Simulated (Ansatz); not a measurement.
Set up this calculation in Ansatz 0.2.0, as the native input.

```yaml
Task: relaxation of cell and atoms
Functional: r2SCAN
Potentials_or_basis: Ansatz PAW
Cutoff: "500 eV (not typed: the program's choice for these potentials)"
k_mesh: 7 × 7 × 7
Occupations: fermi-dirac, width 0.05 eV
Spin: no spin polarisation
Hubbard_terms: Ta d U = 3 eV
Hubbard_projectors: ortho-atomic (the default)
Double_counting: fll (the default)
```

The system is KTaO3.

```
Ta K O
1.0
     3.98830    0.00000    0.00000
     0.00000    3.98830    0.00000
     0.00000    0.00000    3.98830
Ta K O
1 1 3
Direct
  0.00000 0.00000 0.00000
  0.50000 0.50000 0.50000
  0.00000 0.00000 0.50000
  0.00000 0.50000 0.00000
  0.50000 0.00000 0.00000
```

The input as run:

input.yaml

```yaml
crystal:
  lattice:
    - [3.9883, 0.0, 0.0]
    - [0.0, 3.9883, 0.0]
    - [0.0, 0.0, 3.9883]
  atoms:
    - { symbol: Ta, position: [0.0, 0.0, 0.0] }
    - { symbol: K, position: [0.5, 0.5, 0.5] }
    - { symbol: O, position: [0.0, 0.0, 0.5] }
    - { symbol: O, position: [0.0, 0.5, 0.0] }
    - { symbol: O, position: [0.5, 0.0, 0.0] }
hamiltonian:
  xc: r2scan
  pseudopotentials: { kind: paw }
  hubbard: { sites: [{ species: Ta, l: d, u_eff: 3.0 }] }
kpoints:
  mp_grid: { grid: [7, 7, 7] }
scf:
  occupations: { method: fermi_dirac, width: 0.05 }
output:
  forces: true
  stress: true
  eigenvalues: true
relax:
  f_tol: 0.01
  max_steps: 40
  cell: { stress_tol: 0.05 }
```

Potentials or basis: Ansatz PAW.

Command:

```console
$ ansatz run input.yaml --threads 2 --pin off --max-ram 5632MiB --backend cpu --events-out ev --progress --plain --runs-dir out
```

Results of the run:

* Relaxed volume: 12.76 Å³/atom
* Relaxed cell: a = 3.996 Å, b = 3.996 Å, c = 3.996 Å, α = 90.00°, β = 90.00°, γ = 90.00°
* Space group after relaxing (to 0.05 Å): Pm-3m (No. 221)
* Energy gained by relaxing: 0.3 meV/atom
* Ionic steps: 4
* Pressure after relaxing: 0.0 GPa
* Band gap on the k mesh: 3.09 eV, indirect (least direct gap 3.70 eV)

Caveat: odd divisions of the mesh miss points on the zone boundary, where band edges often lie, so the gap on the mesh can be too wide; the plane-wave basis is chosen anew once the cell has moved, so the energies of steps on either side of that aren't comparable; spin-orbit coupling is left out, which moves the levels of the heavy elements; the PAW data sets come from PBE, with cores solved anew for the run's functional, which leaves a small shift of forces and pressure.

Run time: 12 s on 2 threads of Arm Neoverse V1 (shared host), peak memory 0.51 GiB.
